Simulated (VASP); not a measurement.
Runs of VASP 6.6.1 on W. Symmetry: Im-3m, No. 229, cubic system. Conventional cell: a = 3.165 Å, b = 3.165 Å, c = 3.165 Å, α = 90.00°, β = 90.00°, γ = 90.00°. W (site symmetry m-3m) has 8 W at 2.74 Å as nearest neighbours. 

```csv
task,level,potentials or basis,spin,cell,k mesh,cutoff (eV),gap on the mesh (eV),pressure (GPa),relaxed volume (Å³/atom)
relaxation of cell and atoms,PBEsol+D3,"VASP PAW PBE potentials, release 64 (W_sv)",off,relaxed,12 × 12 × 12,600,none,0.0,15.41
relaxation of cell and atoms,LDA,"VASP PAW LDA potentials, release 64 (W_sv)",off,relaxed,12 × 12 × 12,600,none,0.0,15.49
band structure,LDA,"VASP PAW LDA potentials, release 64 (W_sv)","SOC, no magnetisation",as given,9 × 9 × 9,520,-,-6.3,-
band structure,LDA,"VASP PAW LDA potentials, release 64 (W_sv)",off,as given,12 × 12 × 12,520,-,-7.3,-
relaxation of cell and atoms,PBEsol+D3(BJ),"VASP PAW PBE potentials, release 64 (W_sv)",off,relaxed,12 × 12 × 12,600,none,-0.1,15.36
relaxation of cell and atoms,PBEsol,"VASP PAW PBE potentials, release 64 (W_sv)",off,relaxed,12 × 12 × 12,600,none,0.0,(b)
band structure,PBEsol,"VASP PAW PBE potentials, release 64 (W_sv)",off,as given,12 × 12 × 12,520,-,(a),-
```

Alike in all rows: smearing fermi-dirac 0.05 eV.

Task: Estimate the missing entries.

Result: (a) -2.4; (b) 15.73.

Caveats: the PAW data sets were made with another functional, which shifts forces and pressure a little (some runs); pairwise dispersion overbinds metals, which lowers pressure and volume (some runs); spin-orbit coupling is left out, which moves the levels of the heavy elements (some runs).

A k mesh can miss the band edges, and rows without SOC leave out spin-orbit coupling on W.

A gap of «none» marks a metal or a gap under the smearing width.

Runs at the PBE level aren't shown here.
